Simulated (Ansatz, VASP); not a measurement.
## One calculation of Pb, two programs

INCAR

```
PREC = Accurate
ENCUT = 520
EDIFF = 1E-7
ISMEAR = 0
SIGMA = 0.05
LREAL = F
LASPH = T
NELM = 80
ALGO = Normal
ISIF = 2
LWAVE = F
LCHARG = T
GGA = PE
LELF = T
LVHAR = T
NBANDS = 13
```

File KPOINTS:

```
Automatic mesh
0
Gamma
  16 16 16
```

Contents of POSCAR:

```
Pb
1.0
   -1.9982210768      1.9982210768      1.9982210768
    1.9982210768     -1.9982210768      1.9982210768
    1.9982210768      1.9982210768     -1.9982210768
Pb
1
Direct
    0.0000000000      0.0000000000      0.0000000000
```

Input for Ansatz:

```yaml
crystal:
  lattice:
    - [-1.9982210768, 1.9982210768, 1.9982210768]
    - [1.9982210768, -1.9982210768, 1.9982210768]
    - [1.9982210768, 1.9982210768, -1.9982210768]
  atoms:
    - { symbol: Pb, position: [0.0, 0.0, 0.0] }
basis:
  ecutwfc: 420
  ecutrho_ratio: 4
kpoints:
  mp_grid: { grid: [16, 16, 16] }
hamiltonian:
  xc: pbe
scf:
  occupations: { method: gaussian, width: 0.05 }
output:
  forces: true
  stress: true
  eigenvalues: true
```

Alike in both runs: task single point; functional PBE; k mesh 16 × 16 × 16; occupations gaussian, width 0.05 eV; no spin polarisation.

|  | VASP | Ansatz |
| --- | --- | --- |
| version | VASP 6.6.1 | Ansatz 0.2.0 |
| potentials or method | VASP PAW PBE potentials, release 64 (Pb_d) | scalar-relativistic, plane waves, PAW |
| plane-wave cutoff (eV) | 520 | 420 |
| valence electrons in the cell | 14 | 14 |

|  | VASP | Ansatz | Ansatz less VASP |
| --- | --- | --- | --- |
| pressure (GPa) | 0.0 | 0.0 | +0.06 |

The functional is the same, so the differences come from potentials, cutoffs and numerics.

Spin-orbit coupling is left out, which matters for the levels of Pb.
